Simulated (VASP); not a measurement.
# Al (Im-3m) in VASP: notebook

The runs below take Al through equation of state, with PBEsol, PBE.

Program: VASP 6.6.1. These are calculated values, not measurements. Logs are shortened: lines on timing, memory, paths and dates and some standing lists are left out, and cuts for length are marked.

### 1 The structure

It takes space group Im-3m (No. 229, cubic). Conventional cell: a = 3.182 Å, b = 3.182 Å, c = 3.182 Å, α = 90.00°, β = 90.00°, γ = 90.00°. Al (site symmetry m-3m) is surrounded by 8 Al at 2.76 Å.

This isn't the form of Al at room conditions, which is fcc.

### 2 Equation of state, PBEsol, 15.15 Å³/atom (volume scaled by 0.94)

INCAR reads:

```
SYSTEM = Al
  PREC = Accurate
  ENCUT = 520
  EDIFF = 1E-7
  ISMEAR = -1
  SIGMA = 0.05
  LREAL = .False.
  LASPH = .True.
  NELM = 100
  ALGO = Normal
  ISIF = 2
  LWAVE = .False.
  LCHARG = .False.
  GGA = PS
  NBANDS = 8
```

KPOINTS reads:

```
regular mesh
0
Gamma
  12 12 12
  0 0 0
```

POSCAR reads:

```
Al
1.0
   -1.5587357247      1.5587357247      1.5587357247
    1.5587357247     -1.5587357247      1.5587357247
    1.5587357247      1.5587357247     -1.5587357247
Al
1
Direct
    0.0000000000      0.0000000000      0.0000000000
```

Potentials or basis: VASP PAW PBE potentials, release 64 (Al).

Run with:

```bash
$ cat potpaw_PBE.64/Al/POTCAR > POTCAR
$ mpirun -np 1 vasp_std > vasp.out
```

OUTCAR:

```text
SYSTEM = Al
   PREC = Accurate
   ENCUT = 520
   EDIFF = 1E-7
   ISMEAR = -1
   LREAL = .False.
   LASPH = .True.
   NELM = 100
   ISIF = 2
   GGA = PS

 Found     72 irreducible k-points:

 Following reciprocal coordinates:
            Coordinates               Weight
  0.000000  0.000000  0.000000      1.000000
  0.083333  0.000000  0.000000     12.000000
  0.166667  0.000000  0.000000     12.000000
  0.250000  0.000000  0.000000     12.000000
  0.333333  0.000000  0.000000     12.000000
  0.416667  0.000000  0.000000     12.000000
   k-points           NKPTS =     72   k-points in BZ     NKDIM =     72   number of bands    NBANDS=      8
   number of dos      NEDOS =    301   number of ions     NIONS =      1
   total plane-waves  NPLWV =   8000
   dimension x,y,z NGX =    20 NGY =   20 NGZ =   20
   dimension x,y,z NGXF=    40 NGYF=   40 NGZF=   40
   ions per type =               1
   NGX,Y,Z   is equivalent  to a cutoff of  12.32, 12.32, 12.32 a.u.
   NGXF,Y,Z  is equivalent  to a cutoff of  24.63, 24.63, 24.63 a.u.
 SYSTEM =  Al
   PREC   = accura    normal or accurate (medium, high low for compatibility)
   ISTART =      0    job   : 0-new  1-cont  2-samecut
   ICHARG =      2    charge: 1-file 2-atom 10-const
   ISPIN  =      1    spin polarized calculation?
   LNONCOLLINEAR =      F non collinear calculations
   LSORBIT =      F    spin-orbit coupling
   LASPH  =      T    aspherical Exc in radial PAW
   ENCUT  =  520.0 eV  38.22 Ry    6.18 a.u.   5.02  5.02  5.02*2*pi/ulx,y,z
   NELM   =    100;   NELMIN=  2; NELMDL= -5     # of ELM steps
   EDIFF  = 0.1E-06   stopping-criterion for ELM
   LREAL  =      F    real-space projection
   EDIFFG = 0.1E-05   stopping-criterion for IOM
   NSW    =      0    number of steps for IOM
   IBRION =     -1    ionic relax: 0-MD 1-quasi-New 2-CG
   NFREE  =      0    steps in history (QN), initial steepest desc. (CG)
   ISIF   =      2    stress and relaxation
   ISYM   =      2    0-nonsym 1-usesym 2-fastsym
   POTIM  = 0.5000    time-step for ionic-motion
   TEBEG  =    0.0;   TEEND  =   0.0 temperature during run
   PSTRESS=    0.0 pullay stress
   NELECT =       3.0000    total number of electrons
   NUPDOWN=      -1.0000    fix difference up-down
   EMIN   =  10.00;   EMAX   =-10.00  energy-range for DOS
   EFERMI =   0.00;   METHOD = LEGACY
   ISMEAR =    -1;   SIGMA  =   0.05  broadening in eV -4-tet -1-fermi 0-gaus
   EFERMI_NEDOS =   21; number of points for ismear=-14 and -15
   IALGO  =     38    algorithm
   IMIX   =      4    mixing-type and parameters
     AMIX     =   0.40;   BMIX     =  1.00
     AMIX_MAG =   1.60;   BMIX_MAG =  1.00
  volume/ion in A,a.u.               =      15.15       102.23
  Fermi-wavevector in a.u.,A,eV,Ry     =   0.954237  1.803246 12.389024  0.910568
  Thomas-Fermi vector in A             =   2.082965
   LORBIT       =      0    0 simple, 1 ext, 2 COOP (PROOUT), +10 PAW based schemes
   GGA     = PS    functional components
   LHFCALC =     F    Hartree Fock is set to
   AEXX    =    0.0000 exact exchange contribution
   IVDW    =     0    specifies the selected vdW correction
   LEPSILON=     F    determine dielectric tensor
   LRPA    =     F    only Hartree local field effects (RPA)
 non-spin polarized calculation
  energy-cutoff  :      520.00
  volume of cell :       15.15
 maximum number of plane-waves:       420
   NGX =  9   NGY =  9   NGZ =  9

 number of electron       3.0000000 magnetization

 Free energy of the ion-electron system (eV)
  ---------------------------------------------------
  ext. energy  EPLUGINS =         0.00000000
  ---------------------------------------------------
  free energy    TOTEN  =        -3.95653970 eV

  energy without entropy =       -3.95234962  energy(sigma->0) =       -3.95444466

 E-fermi :   8.8730     XC(G=0): -10.5768

 val. band max:        8.7593127072   @ k =   0.2500   0.2500   0.1667
 cond. band min:       8.9077809997   @ k =  -0.3333   0.5000   0.1667
 fundamental gap:      0.1484682925
 Fermi energy:         8.8729991638

 k-point     1 :       0.0000    0.0000    0.0000
  band No.  band energies     occupation
      1      -2.8597      2.00000
      2      22.6427      0.00000
      3      22.6427      0.00000
      4      22.6427      0.00000
      5      24.8536      0.00000
      6      24.8536      0.00000
      7      24.8536      0.00000
      8      25.8365      0.00000

 k-point     2 :       0.0833    0.0000    0.0000
  band No.  band energies     occupation
      1      -2.6484      2.00000
      2      20.5117      0.00000
      3      21.6171      0.00000
      4      21.8376      0.00000
      5      23.7877      0.00000
      6      24.5846      0.00000
      7      25.4432      0.00000
      8      26.1509      0.00000

 k-point     3 :       0.1667    0.0000    0.0000
  band No.  band energies     occupation
      1      -2.0164      2.00000
      2      16.9293      0.00000
      3      20.2505      0.00000
      4      20.4043      0.00000
      5      22.3073      0.00000
      6      23.4826      0.00000
      7      26.3503      0.00000
      8      26.6731      0.00000

 k-point     4 :       0.2500    0.0000    0.0000
  band No.  band energies     occupation
      1      -0.9700      2.00000
      2      13.3919      0.00000
      3      19.1048      0.00000
      4      19.1410      0.00000
      5      21.0733      0.00000
      6      22.5093      0.00000
      7      27.4668      0.00000
      8      27.5425      0.00000

 k-point     5 :       0.3333    0.0000    0.0000
  band No.  band energies     occupation
      1       0.4807      2.00000
      2      10.1259      0.00000
      3      18.1296      0.00000
      4      18.3433      0.00000
      5      20.1753      0.00000
      6      21.7208      0.00000
      7      28.5326      0.00000
      8      29.0610      0.00000

 k-point     6 :       0.4167    0.0000    0.0000
  band No.  band energies     occupation
      1       2.3178      2.00000
      2       7.1926      2.00000
      3      17.5326      0.00000
      4      17.8649      0.00000
      5      19.6332      0.00000
      6      21.2098      0.00000
      7      29.7576      0.00000
      8      30.8348      0.00000

 [... further k-points ...]

------------------------ aborting loop because EDIFF is reached ----------------------------------------

  FORCE on cell =-STRESS in cart. coord.  units (eV):
  Direction    XX          YY          ZZ          XY          YZ          ZX
  --------------------------------------------------------------------------------------
  -------------------------------------------------------------------------------------
  Total        0.7614152      0.7614152      0.7614152     -0.0000000      0.0000000     -0.0000000
  in kB       80.5294337     80.5294337     80.5294337     -0.0000000      0.0000000     -0.0000000
  external PRESSURE =      80.5294337 kB  Pullay stress =       0.0000000 kB

 VOLUME and BASIS-vectors are now :
 -----------------------------------------------------------------------------
  energy-cutoff  :      520.00
  volume of cell :       15.15
      direct lattice vectors                 reciprocal lattice vectors
    -1.558735725  1.558735725  1.558735725     0.000000000  0.320772785  0.320772785
     1.558735725 -1.558735725  1.558735725     0.320772785  0.000000000  0.320772785
     1.558735725  1.558735725 -1.558735725     0.320772785  0.320772785  0.000000000

 POSITION                                       TOTAL-FORCE (eV/Angst)
 -----------------------------------------------------------------------------------
      0.00000      0.00000      0.00000         0.000000     -0.000000     -0.000000
 -----------------------------------------------------------------------------------
    total drift:                                0.000000      0.000000     -0.000000

  FREE ENERGIE OF THE ION-ELECTRON SYSTEM (eV)
  ---------------------------------------------------
  free  energy   TOTEN  =        -3.9565397038 eV

  energy  without entropy=       -3.9523496249  energy(sigma->0) =       -3.95444466
```

Run time: 5.1 s. Hardware: 1 thread of Intel Xeon Platinum 8259CL at 2.50GHz (Skylake/Cascade Lake), shared host; peak memory 0.12 GiB.

Results:

| Item | Value |
| --- | --- |
| Free energy | -3.9565 eV |
| Pressure | 8.1 GPa |
| Band gap on the k mesh | none (metal or under the smearing width) |

Caveat: the PAW data sets were made with another functional, which shifts forces and pressure a little.

### 3 Equation of state, PBEsol, 15.47 Å³/atom (volume scaled by 0.96)

INCAR is that of step 2.

KPOINTS is that of step 2.

POSCAR reads:

```
Al
1.0
   -1.5697130985      1.5697130985      1.5697130985
    1.5697130985     -1.5697130985      1.5697130985
    1.5697130985      1.5697130985     -1.5697130985
Al
1
Direct
    0.0000000000      0.0000000000      0.0000000000
```

Potentials or basis: VASP PAW PBE potentials, release 64 (Al).

Run with:

```bash
$ cat potpaw_PBE.64/Al/POTCAR > POTCAR
$ mpirun -np 1 vasp_std > vasp.out
```

Wall time 4.9 s (1 thread of Intel Xeon Platinum 8259CL at 2.50GHz (Skylake/Cascade Lake), shared host); peak memory 0.12 GiB.

It converged, with:

| Property | Result |
| --- | --- |
| Free energy | -3.9706 eV |
| Pressure | 5.9 GPa |
| Band gap on the k mesh | none (metal or under the smearing width) |

Caveat: the PAW data sets were made with another functional, which shifts forces and pressure a little.

### 4 Equation of state, PBEsol, 15.79 Å³/atom (volume scaled by 0.98)

INCAR is that of step 3.

KPOINTS is that of step 3.

POSCAR reads:

```
Al
1.0
   -1.5805390481      1.5805390481      1.5805390481
    1.5805390481     -1.5805390481      1.5805390481
    1.5805390481      1.5805390481     -1.5805390481
Al
1
Direct
    0.0000000000      0.0000000000      0.0000000000
```

Run with:

```bash
$ cat potpaw_PBE.64/Al/POTCAR > POTCAR
$ mpirun -np 1 vasp_std > vasp.out
```

Wall time 5 s (1 thread of Intel Xeon Platinum 8259CL at 2.50GHz (Skylake/Cascade Lake), shared host); peak memory 0.12 GiB.

It converged, with:

| Item | Value |
| --- | --- |
| Free energy | -3.9806 eV |
| Pressure | 4.0 GPa |
| Band gap on the k mesh | none (metal or under the smearing width) |

Caveat: the PAW data sets were made with another functional, which shifts forces and pressure a little.

[end of part 1 of 2]
